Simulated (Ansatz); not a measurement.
A plane-wave DFT run in Ansatz 0.2.0 (scalar-relativistic PAW potentials unless the input names others): input and command.

```yaml
crystal:
  lattice:
    - [4.2223527968, 0.0, 0.0]
    - [0.0, 4.2223527968, 0.0]
    - [0.0, 0.0, 4.2223527968]
  atoms:
    - { symbol: Cu, position: [0.25, 0.25, 0.25] }
    - { symbol: Cu, position: [0.25, 0.75, 0.75] }
    - { symbol: Cu, position: [0.75, 0.75, 0.25] }
    - { symbol: Cu, position: [0.75, 0.25, 0.75] }
    - { symbol: O, position: [0.0, 0.0, 0.0] }
    - { symbol: O, position: [0.5, 0.5, 0.5] }
basis:
  ecutwfc: 420
kpoints:
  mp_grid: { grid: [8, 8, 8] }
hamiltonian:
  xc: pbesol
scf:
  occupations: { method: fixed }
  max_iter: 80
output:
  forces: true
  eigenvalues: true
  stress: true
```

```bash
ansatz run input.yaml --threads 4 --pin off --max-ram 10240MiB --backend cpu --events-out ev --progress --plain --runs-dir out
```

Abridged log:
```
Pseudopotentials: kind: paw
Pseudopotential: Cu, paw, valence charge 19, recommended cutoff 420 eV (normal)
Pseudopotential: O, paw, valence charge 6, recommended cutoff 420 eV (normal)
Functional definition: PBEsol
Crystal: 6 atoms, lattice volume = 75.277 Å³
Basis set: ecut = 420 eV, 1419 PW (Γ), exchange–correlation on 60×60×60 points (8 copies of the dense FFT grid, shifted against one another)
Bands: 53, of which v1, the nominal top of the filled ones, is band 44 counted from 1 (43 counted from 0)
Symmetry: 48 space group operations
Space group: Pn-3m (ITA 224), of the structure as read, at distance tolerance 4.2e-5 Å
k-points: 35 of 512
Initial density: superposition of atomic densities (neutral atoms: chi_scale 0, normalization atom), corrected by the library's trained network
Initial wavefunctions: pseudopotential atomic-orbital guess
Functional: x = pbesol(κ = 0.804, μ = 0.12345679), c = pbesol(β = 0.046)
SCF iter   1: F=—  HF=-27473.994917 eV  |F-HF|=—  |Δ(HF+E_count)|=         —  Δρ=2.02e-2  dr2=2.02e-1  ethr=1.77e-3  ⟨swp⟩=4.9  Hψ=6027  notcnv=0  defer=222
SCF iter   2: F=—  HF=-27473.961535 eV  |F-HF|=—  |Δ(HF+E_count)|=   3.34e-2  Δρ=9.83e-3  dr2=3.76e-2  ethr=2.29e-4  ⟨swp⟩=2.2  Hψ=3178  notcnv=0  defer=229
SCF iter   3: F=—  HF=-27473.947503 eV  |F-HF|=—  |Δ(HF+E_count)|=   1.40e-2  Δρ=4.12e-3  dr2=8.60e-3  ethr=4.28e-5  ⟨swp⟩=2.6  Hψ=3140  notcnv=0  defer=200
automatic band count: iteration 3 solves 52 bands in place of 53: the levels show a gap, and the empty bands left out lie too high to hold charge; the band table lists the bands solved (type scf.n_extra_bands for more)
SCF iter   4: F=—  HF=-27473.946115 eV  |F-HF|=—  |Δ(HF+E_count)|=   1.39e-3  Δρ=1.42e-3  dr2=1.33e-3  ethr=9.77e-6  ⟨swp⟩=2.4  Hψ=2328  notcnv=0  defer=203
SCF iter   5: F=—  HF=-27473.945914 eV  |F-HF|=—  |Δ(HF+E_count)|=   2.01e-4  Δρ=3.80e-4  dr2=6.83e-5  ethr=1.51e-6  ⟨swp⟩=2.2  Hψ=2311  notcnv=0  defer=87
SCF iter   6: F=—  HF=-27473.945841 eV  |F-HF|=—  |Δ(HF+E_count)|=   7.29e-5  Δρ=7.03e-5  dr2=3.59e-6  ethr=7.76e-8  ⟨swp⟩=2.1  Hψ=2628  notcnv=0  defer=69
SCF iter   7: F=—  HF=-27473.945841 eV  |F-HF|=—  |Δ(HF+E_count)|=   2.06e-7  Δρ=3.75e-5  dr2=8.66e-7  ethr=4.08e-9  ⟨swp⟩=2.7  Hψ=3180  notcnv=0  defer=69
SCF iter   8: F=-27473.945841 eV  HF=-27473.945841 eV  |F-HF|=3.41e-9  |Δ(HF+E_count)|=   3.44e-8  Δρ=4.88e-6  dr2=1.56e-8  ethr=1.14e-10  ⟨swp⟩=7.8  Hψ=8351  notcnv=0
SCF 1 converged in 8 iterations: F = -27473.945841 eV  dr2 = 1.56e-8
SCF converged after 8 iterations
Free energy (F): -27473.945841 eV
Harris-Foulkes:  -27473.945841 eV  (|F-HF|=3.41e-9)
Internal energy: -27473.945841 eV  (E = F + TS)
E sigma→0 (E₀):  -27473.945841 eV
Fermi energy:    11.297789 eV
--- Forces (eV/Å), atoms counted from 1 ---
  atom   1  Cu     0.00000000     0.00000000     0.00000000
  atom   2  Cu     0.00000000     0.00000000     0.00000000
  atom   3  Cu     0.00000000     0.00000000     0.00000000
  atom   4  Cu     0.00000000     0.00000000     0.00000000
  atom   5  O      0.00000000     0.00000000     0.00000000
  atom   6  O      0.00000000     0.00000000     0.00000000
--- Stress (GPa, compression-positive) ---
       -0.002110       0.000000       0.000000
        0.000000      -0.002110       0.000000
        0.000000       0.000000      -0.002110
  P = ⅓ Tr σ = -0.0021 GPa (-0.021 kbar)
```

One setting here is unusual or wrong in general: fixed occupations typed without regard to the gap (scf.occupations: {"method": "gaussian", "width": 0.02} → {"method": "fixed"}). For this cell it did little harm to the result: the run converged in 8 SCF iterations (reference: 8) with an energy at zero smearing within 0.01 meV/atom of the reference's, pressure 0.00 GPa, largest force 0.000 eV/Å, gap on the mesh 0.56 eV. A reference run from the same start on usual settings converged with pressure 0.00 GPa, largest force 0.000 eV/Å, gap on the mesh 0.56 eV.

The run took 1.3 s on 4 threads of Intel(R) Xeon(R) 6975P-C (Granite Rapids), on a shared host, peak memory 0.48 GiB.